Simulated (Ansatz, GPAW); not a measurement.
This is a calculation of MgS for GPAW 26.7.0 (ASE script). The cell comes from a database or a generator and needn't be the stable form of this composition.

File run.py:

```python
from ase import Atoms
from ase.dft.bandgap import bandgap
from ase.io import write
from ase.units import Bohr, GPa
from gpaw import GPAW, PW, setup_paths
from gpaw.elf import elf_from_dft_calculation

setup_paths.insert(0, '.')

atoms = Atoms(['S', 'S', 'Mg', 'Mg'],
              cell=[[4.0346224068, 0.0, 0.0],
                    [-2.0173112034, 3.494085499, 0.0],
                    [0.0, 0.0, 6.43229418]],
              scaled_positions=[[0.6666666667, 0.3333333333, 0.87924415],
                                [0.3333333333, 0.6666666667, 0.37924415],
                                [0.3333333333, 0.6666666667, 0.99575485],
                                [0.6666666667, 0.3333333333, 0.49575485]],
              pbc=True)

calc = GPAW(mode=PW(800),
            xc='PBEsol',
            kpts={'size': (8, 8, 4), 'gamma': True},
            occupations={'name': 'fermi-dirac', 'width': 0.05},
            nbands=28,
            convergence={'density': 1e-05, 'energy': 1e-05},
            maxiter=150,
            txt='gpaw.txt')
atoms.calc = calc
energy = atoms.get_potential_energy()
forces = atoms.get_forces()
stress = atoms.get_stress()
calc.write('gs.gpw')
write('result.traj', atoms)
print(f'Energy: {energy:.6f} eV')
print('Forces (eV/A):')
print(forces.round(4))
print('Stress (GPa):', (stress / GPa).round(3))
print('Fermi level:', round(calc.get_fermi_level(), 4), 'eV')
print(f'Gap: {bandgap(calc)[0]:.4f} eV, direct: {bandgap(calc, direct=True)[0]:.4f} eV')

# fields on the real-space grid
write('density.cube', atoms, data=calc.get_pseudo_density() * Bohr**3)
write('potential.cube', atoms, data=calc.get_electrostatic_potential())
write('elf.cube', atoms, data=elf_from_dft_calculation(calc).data)
```

Potentials or basis: PAW data sets generated in the run's folder for this functional, pw.

The run is started by

```bash
$ gpaw-setup -f PBEsol Mg S
$ OMP_NUM_THREADS=1 python run.py
```

Question: Translate it to Ansatz 0.2.0. Potentials or basis there: Ansatz PAW, cutoff 420 eV.

Answer: As run (cutoffs and basis follow the program's own potentials, and thresholds, step limits or extra output files can differ):

Contents of input.yaml:

```yaml
crystal:
  lattice:
    - [4.0346224068, 0.0, 0.0]
    - [-2.0173112034, 3.494085499, 0.0]
    - [0.0, 0.0, 6.43229418]
  atoms:
    - { symbol: S, position: [0.6666666667, 0.3333333333, 0.87924415] }
    - { symbol: S, position: [0.3333333333, 0.6666666667, 0.37924415] }
    - { symbol: Mg, position: [0.3333333333, 0.6666666667, 0.99575485] }
    - { symbol: Mg, position: [0.6666666667, 0.3333333333, 0.49575485] }
hamiltonian:
  xc: pbesol
  pseudopotentials: { kind: paw }
kpoints:
  mp_grid: { grid: [8, 8, 4] }
scf:
  occupations: { method: fermi_dirac, width: 0.05 }
output:
  forces: true
  stress: true
  eigenvalues: true
```

Potentials or basis: Ansatz PAW.

Command:

```sh
$ ansatz run input.yaml --threads 1 --pin off --max-ram 3584MiB --backend cpu --events-out ev --progress --plain --runs-dir out
```

Both were run:

|  | GPAW | Ansatz |
| --- | --- | --- |
| Pressure | -0.3 GPa | -0.3 GPa |

Ansatz's pressure holds a Pulay term of +0.00 GPa for its cutoff of 420 eV, which the other run lacks.

Ansatz's potentials were made for PBE.

Where Ansatz's input types no cutoff or centring, it takes its own default and a Γ-centred mesh.

Pressure is positive in compression.
